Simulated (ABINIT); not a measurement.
The system is In.

```xyz
2
Lattice="3.3355 0.0000 0.0000 -1.6677 2.8886 0.0000 0.0000 0.0000 5.5091" Properties=species:S:1:pos:R:3 pbc="T T T"
In    1.6677    0.9629    4.1319
In    0.0000    1.9257    1.3773
```

This isn't the form of In at room conditions, which is tetragonal.

Base run:

* Program: ABINIT 10.8.3 (patched build)
* Functional: LDA
* Potentials or basis: PseudoDojo NC SR LDA v0.4.1 standard
* Cutoff: 952 eV
* k mesh: 16 × 16 × 8, shifted
* Occupations: fermi-dirac, width 0.2 eV
* Spin: no spin polarisation

Its results: pressure -2.8 GPa.

The run is repeated on the same cell with these changes: k mesh from 16 × 16 × 8, shifted to 7 × 7 × 4; occupations from fermi-dirac, width 0.2 eV to fermi-dirac, width 0.05 eV. What comes out?

Pressure -3.3 GPa.

Not every run made on this cell is shown here.
